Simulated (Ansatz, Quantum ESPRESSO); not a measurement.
**InP (zinc blende): bulk modulus from a few volumes**

How stiff is zinc blende InP under hydrostatic load? Each row scales the relaxed cell evenly and relaxes the atoms. The phase is followed to these pressures whether or not it stays the stable one.

Calculated with Ansatz 0.2.0, PBEsol, PAW files of the set soft_1, cutoff 600 eV, Fermi–Dirac smearing 0.02 eV, k-mesh 8×8×8, no spin polarisation, no spin-orbit coupling.

Reference cell, relaxed at zero pressure with PBEsol (F-43m): a = 4.1568 Å, b = 4.1568 Å, c = 4.1568 Å, α = 60.00°, β = 60.00°, γ = 60.00°.

```
atom       x       y       z
  In  0.0000  0.0000  0.0000
   P  0.7500  0.7500  0.7500
```

```
V (Å³/atom)    V/V0  P (GPa)  E − E0 (meV/atom)
    23.8710  0.9400    4.773               21.4
    24.3789  0.9600    3.000                9.2
    24.8868  0.9800    1.416                2.2
    25.9026  1.0200   −1.265                2.0
    26.4105  1.0400   −2.394                7.9
```

V0 = 25.3947 Å³ an atom, where the residual pressure P0 is 0.000 GPa. **Question.** Fit the Birch–Murnaghan law and give the pressure and the energy at V = 26.9184 Å³ an atom, a row left out above.

With the Eulerian strain f = ½[(V0/V)^(2/3) − 1] and F = (P − P0)/[3f(1 + 2f)^(5/2)], the third-order law is the line F = B0 + (3/2) B0 (B′ − 4) f.

```csv
f,F (GPa)
0.02106,68.15
0.01379,67.73
0.00678,67.31
−0.00656,66.46
−0.01290,66.02
```

A straight line through the 5 rows: the means are 0.004434 for f and 67.134 for F, Σ(Δx)² = 0.0007908 and ΣΔxΔy = 0.0496, so the slope is 0.0496/0.0007908 = 62.723 and the intercept 67.134 − (62.723)(0.004434) = 66.856.

Hence B0 = 66.9 GPa and B′ = 4 + (62.7)/(1.5 × 66.9) = 4.63. For the withheld volume f = −0.01905, F = 65.66 GPa and P = −3.41 GPa, an extrapolation past the fitted rows. The run itself gives −3.40 GPa, so the estimate misses by 0.01 GPa, a rounding's worth.

Integrating the same law gives E − E0 = (9/2) B0 V0 f²[1 + (B′ − 4) f] + P0(V0 − V), with 1 GPa Å³ = 6.2415 meV: 17.1 meV an atom. The run itself gives 17.1 meV, so the estimate misses by 0.0 meV, a rounding's worth.

The same fit over all rows at other levels or in other programs gives B0 = 68 GPa with r2SCAN (Ansatz), 67 GPa with PBEsol (Quantum ESPRESSO, GBRV) and 71 GPa with LDA (Quantum ESPRESSO, GBRV).

[Logs are printed without paths, hosts, clocks, repeated set-up lines and the standing remarks that a program may print on its own settings, such as how far it seeks lower states.]
